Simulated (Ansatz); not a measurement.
The system is ZrH2.

```
Zr H
1.0
     0.00000    2.40923    2.40923
     2.40923    0.00000    2.40923
     2.40923    2.40923    0.00000
Zr H
1 2
Direct
  0.00000 0.00000 0.00000
  0.25000 0.25000 0.25000
  0.75000 0.75000 0.75000
```

The cell is a database's computed one.

Base run:

```yaml
Program: Ansatz 0.2.0
Functional: PBEsol
Potentials_or_basis: Ansatz PAW
Cutoff: "420 eV (not typed: the program's choice for these potentials)"
k_mesh: 10 × 10 × 10
Occupations: fermi-dirac, width 0.05 eV
Spin: no spin polarisation
Hubbard_terms: Zr d U = 8 eV
```

Its results: band gap on the k mesh none (metal or under the smearing width); pressure 4.8 GPa.

Task: After a change of settings the same cell gave: band gap on the k mesh none (metal or under the smearing width); pressure 0.1 GPa. Which change was it?
A. hubbard terms from Zr d U = 8 eV to none; hubbard projectors from ortho-atomic (the default) to none
B. hubbard terms from Zr d U = 8 eV to Zr d U = 5 eV
C. hubbard terms from Zr d U = 8 eV to Zr d U = 2 eV

Result: B.

Caveats: U without spin polarisation on a metal has little footing; the PAW data sets come from PBE, with cores solved anew for the run's functional, which leaves a small shift of forces and pressure; the U is typed as a test and isn't derived for this compound.
